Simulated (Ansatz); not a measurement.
Computed with DFT PBE, scalar-relativistic, plane waves, PAW (Ansatz). All cells share a 420 eV cutoff and Γ-centred k meshes spaced at most about 0.3 Å⁻¹ (about 0.25 or finer for metals, 2π included). No spin polarisation.

All energies are static (0 K, no zero-point motion).

Two relaxed structures of Sn3S5:

A.

Space group R32:H (No. 155). a = 7.559 Å, b = 7.559 Å, c = 16.914 Å, α = 90.00°, β = 90.00°, γ = 120.00°
| atom | site | symmetry | x | y | z |
| --- | --- | --- | --- | --- | --- |
| Sn | 9e | .2 | 0.5916 | 0.6667 | 0.1667 |
| S | 9e | .2 | 0.9331 | 0.6667 | 0.1667 |
| S | 6c | 3. | 0.3333 | 0.6667 | 0.0615 |

B.

Space group Pmmm (No. 47). a = 3.660 Å, b = 3.810 Å, c = 13.458 Å, α = 90.00°, β = 90.00°, γ = 90.00°
```tsv
atom	site	symmetry	x	y	z
Sn	2s	mm2	0.5000	0.0000	0.8097
Sn	1h	mmm	0.5000	0.5000	0.5000
S	1c	mmm	0.0000	0.0000	0.5000
S	1a	mmm	0.0000	0.0000	0.0000
S	1f	mmm	0.5000	0.5000	0.0000
S	2r	mm2	0.0000	0.5000	0.7336
```

**Question.** Which form is favoured at zero pressure, and by what margin per atom?

**Answer.** A is lower, by 73 meV/atom. A has space group R32 (No. 155), 34.9 Å³/atom and no gap on its mesh; B has space group Pmmm (No. 47), 23.5 Å³/atom and no gap. Counting S atoms around Sn (those within 1.25 times the shortest such distance or 1.15 times the sum of covalent radii, 1.27 where that leaves under three; a plus sign parts nearer from farther groups; a slash parts the counts of unlike sites), A has Sn 5 and B has Sn 4/4+4. In A, Sn has 5 S at 2.58–2.66 Å and 2 Sn at 3.38 Å; around S on a site of symmetry 2 lie 3 Sn at 2.58–2.66 Å; S on a site of symmetry 3 is surrounded by 3 Sn at 2.64 Å. In B, around Sn on a site of symmetry mm2 lie 4 S at 2.83 Å and 4 S at 3.15–3.19 Å; Sn on a site of symmetry mmm is surrounded by 4 S at 2.64 Å; S on a site of symmetry mmm has 4 Sn at 2.64 Å; 3 more sites not described. Both come from invented guesses. The lowest form computed is the arrangement of A in a distorted form (P1), 21 meV/atom below it.

No dispersion correction is applied, so the spacing and binding between layers, chains or molecules are poorly described (R32, Pmmm), and this can change margins and order among such cells. Cells relaxed within their symmetry can be saddle points. Some types were kept out of the candidates beforehand, so the set may lack a known form.
